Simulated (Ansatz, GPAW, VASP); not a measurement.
# One calculation of Ag, 3 ways

```
Ag
1.0
     0.00000    2.04275    2.04275
     2.04275    0.00000    2.04275
     2.04275    2.04275    0.00000
Ag
1
Direct
  0.00000 0.00000 0.00000
```

Alike in all runs: task single point; functional PBE; k mesh 11 × 11 × 11; occupations gaussian, width 0.026 eV; no spin polarisation; no spin-orbit coupling. Pressure is positive in compression and, in plane waves, holds the error of the finite cutoff.

```tsv
program and potentials	plane-wave cutoff (eV)	notes	pressure (GPa)
Ansatz, all-electron LAPW, scalar-relativistic	-	-	4.25
VASP, PBE PAW files Ag, 520 eV	520	11 valence electrons an atom on average	4.09
GPAW, GPAW PAW data sets (gpaw-data 1.2.1)	600	17 valence electrons an atom on average	?
```

Task: Estimate from the other rows what the run with GPAW, GPAW PAW data sets (gpaw-data 1.2.1) gave.

Result: Pressure 4.20 GPa. The other rows, which needn't bracket it: pressure 4.09 to 4.25.
